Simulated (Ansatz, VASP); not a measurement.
# One calculation of AgBr, two programs

The input POSCAR:

```
AgBr
1.0
    0.0000000000      2.8860500000      2.8860500000
    2.8860500000      0.0000000000      2.8860500000
    2.8860500000      2.8860500000      0.0000000000
Ag Br
1 1
Direct
    0.5000000000      0.5000000000      0.5000000000
    0.0000000000      0.0000000000      0.0000000000
```

File INCAR.step1:

```
  ALGO = Normal
  EDIFF = 1E-4
  ENCUT = 520
  GGA = PE
  ISMEAR = 0
  LASPH = T
  LCHARG = F
  LREAL = F
  LWAVE = T
  NBANDS = 16
  NELM = 100
  PREC = Accurate
  SIGMA = 0.05
```

The input INCAR.step2:

```
  ALGO = Normal
  EDIFF = 1E-7
  ENCUT = 520
  ISIF = 2
  ISMEAR = 0
  ISTART = 1
  LASPH = T
  LCHARG = F
  LMIXTAU = T
  LREAL = F
  LWAVE = F
  METAGGA = R2SCAN
  NBANDS = 16
  NELM = 100
  PREC = Accurate
  SIGMA = 0.05
```

KPOINTS

```
k-points
0
Gamma
  8 8 8
```

Input for Ansatz:

```yaml
crystal:
  lattice:
    - [0.0, 2.88605, 2.88605]
    - [2.88605, 0.0, 2.88605]
    - [2.88605, 2.88605, 0.0]
  atoms:
    - { symbol: Ag, position: [0.5, 0.5, 0.5] }
    - { symbol: Br, position: [0.0, 0.0, 0.0] }
basis:
  ecutwfc: 500
kpoints:
  mp_grid: { grid: [8, 8, 8] }
hamiltonian:
  xc: r2scan
scf:
  occupations: { method: gaussian, width: 0.05 }
output:
  forces: true
  stress: true
  eigenvalues: true
```

Alike in both runs: task single point; functional r2SCAN; k mesh 8 × 8 × 8; occupations gaussian, width 0.05 eV; no spin polarisation.

```csv
,VASP,Ansatz
version,VASP 6.6.1,Ansatz 0.2.0
potentials or method,"VASP PAW PBE potentials, release 64 (Ag, Br)","scalar-relativistic, plane waves, PAW"
plane-wave cutoff (eV),520,500
valence electrons in the cell,18,26
```

Ansatz gave:

| Item | Value |
| --- | --- |
| gap on the k mesh at the Fermi level (eV) | 1.29 |
| least direct gap on the mesh (eV) | 3.23 |
| pressure (GPa) | 0.3 |

Q: Estimate VASP's values.

A: gap on the k mesh at the Fermi level (eV): 1.25; least direct gap on the mesh (eV): 3.21; pressure (GPa): 0.3.

With one functional, cell and mesh, what is left measures potentials, basis and numerics. The two sets of potentials don't hold the same shells in valence.

Caveats: the PAW data sets were made with another functional, which shifts forces and pressure a little (VASP). r2SCAN opens gaps a little over a GGA but as a rule still falls short of measured ones. A k mesh can miss the band edges.
